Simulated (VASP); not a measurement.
Input of a VASP 6.6.1 run:

INCAR

```
ALGO = Normal ; EDIFF = 1E-6
EDIFFG = -0.01 ; ENCUT = 600
GGA = PS ; IBRION = 2
ISIF = 3 ; ISMEAR = 0
KPAR = 2 ; LASPH = T
LCHARG = F ; LREAL = F
LWAVE = F ; NELM = 80
NSW = 90 ; PREC = Accurate
SIGMA = 0.03
```

Contents of KPOINTS:

```
k-points
0
Gamma
  12 12 6
```

Contents of POSCAR:

```
AlN
1.0
    3.1130000000      0.0000000000      0.0000000000
   -1.5565000000      2.6959370820      0.0000000000
    0.0000000000      0.0000000000      4.9810000000
Al N
2 2
Direct
    0.3333333333      0.6666666667      0.0000000000
    0.6666666667      0.3333333333      0.5000000000
    0.3333333333      0.6666666667      0.3800000000
    0.6666666667      0.3333333333      0.8800000000
```

Potentials or basis: VASP PAW PBE potentials, release 64 (Al, N).

The run is started by

```console
$ cat potpaw_PBE.64/Al/POTCAR potpaw_PBE.64/N/POTCAR > POTCAR
$ mpirun -np 2 vasp_std > vasp.out
```

Task: Predict the band gap on the k mesh.

Result: 4.12 eV, direct.

Task: Estimate the relaxed cell.

Result: a = 3.113 Å, b = 3.113 Å, c = 4.981 Å, α = 90.00°, β = 90.00°, γ = 120.00°.

Final structure:
```cif
data_structure
_symmetry_space_group_name_H-M 'P 1'
_symmetry_Int_Tables_number 1
_cell_length_a 3.1127
_cell_length_b 3.1127
_cell_length_c 4.9809
_cell_angle_alpha 90.000
_cell_angle_beta 90.000
_cell_angle_gamma 120.000
_cell_volume 41.79
loop_
_atom_site_label
_atom_site_type_symbol
_atom_site_fract_x
_atom_site_fract_y
_atom_site_fract_z
_atom_site_occupancy
Al1 Al 0.33333 0.66667 0.99899 1
Al2 Al 0.66667 0.33333 0.49899 1
N1 N 0.33333 0.66667 0.38101 1
N2 N 0.66667 0.33333 0.88101 1
```

 PBEsol gaps usually lie below the measured ones, often by a third to a half.
